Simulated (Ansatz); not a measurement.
# Phase order of Ir along its cold isotherm

All-electron LAPW in Ansatz 0.2.0 under PBE, scalar-relativistic, energies extrapolated to zero smearing. Each structure type was compressed from its own relaxed volume, symmetry kept and shape relaxed on PAW files, and E(V) was fitted to energies and pressures; H = E + pV has no temperature or zero-point term. Only these types were tried: sc (Pm-3m, 17×17×17 mesh, 16.99 Å³/atom at rest); omega (P6/mmm, 8×8×11 mesh, 14.97 Å³/atom at rest); bcc (Im-3m, 17×17×17 mesh, 15.05 Å³/atom at rest); fcc (Fm-3m, 17×17×17 mesh, 14.51 Å³/atom at rest); diamond (Fd-3m, 14×14×14 mesh, 21.57 Å³/atom at rest); hcp (P6_3/mmc, 18×18×10 mesh, 14.56 Å³/atom at rest); simple hexagonal (P6/mmm, 16×16×15 mesh, 15.88 Å³/atom at rest). Spin polarisation is left out. Spin–orbit coupling is left out; Fermi–Dirac smearing is 0.05 to 0.1 eV. Enthalpies carry a few meV/atom of noise from meshes and fits.

Enthalpies against fcc:

```json
{"p (GPa)": "0", "sc (meV/atom)": "1000", "omega (meV/atom)": "338", "bcc (meV/atom)": "641", "fcc (meV/atom)": "0", "diamond (meV/atom)": "1016", "hcp (meV/atom)": "75", "simple hexagonal (meV/atom)": "584"}
{"p (GPa)": "32", "sc (meV/atom)": "1431", "omega (meV/atom)": "419", "bcc (meV/atom)": "732", "fcc (meV/atom)": "0", "diamond (meV/atom)": "2257", "hcp (meV/atom)": "87", "simple hexagonal (meV/atom)": "825"}
{"p (GPa)": "87", "sc (meV/atom)": "2001", "omega (meV/atom)": "524", "bcc (meV/atom)": "842", "fcc (meV/atom)": "0", "diamond (meV/atom)": "3954", "hcp (meV/atom)": "103", "simple hexagonal (meV/atom)": "1147"}
{"p (GPa)": "160", "sc (meV/atom)": "2596", "omega (meV/atom)": "632", "bcc (meV/atom)": "944", "fcc (meV/atom)": "0", "diamond (meV/atom)": "5798", "hcp (meV/atom)": "120", "simple hexagonal (meV/atom)": "1482"}
{"p (GPa)": "320", "sc (meV/atom)": "3598", "omega (meV/atom)": "811", "bcc (meV/atom)": "1084", "fcc (meV/atom)": "0", "diamond (meV/atom)": "9047", "hcp (meV/atom)": "148", "simple hexagonal (meV/atom)": "2044"}
{"p (GPa)": "540", "sc (meV/atom)": "4648", "omega (meV/atom)": "988", "bcc (meV/atom)": "1187", "fcc (meV/atom)": "0", "diamond (meV/atom)": "12612", "hcp (meV/atom)": "176", "simple hexagonal (meV/atom)": "2625"}
{"p (GPa)": "810", "sc (meV/atom)": "5672", "omega (meV/atom)": "1148", "bcc (meV/atom)": "1246", "fcc (meV/atom)": "0", "diamond (meV/atom)": "16230", "hcp (meV/atom)": "201", "simple hexagonal (meV/atom)": "3187"}
{"p (GPa)": "1000", "sc (meV/atom)": "6287", "omega (meV/atom)": "1235", "bcc (meV/atom)": "1262", "fcc (meV/atom)": "0", "diamond (meV/atom)": "18460", "hcp (meV/atom)": "215", "simple hexagonal (meV/atom)": "3522"}
```

(1) What sequence of phases does this give?

Answers

(1) Among the types tried, fcc is lowest at zero pressure and stays so up to 1100 GPa.
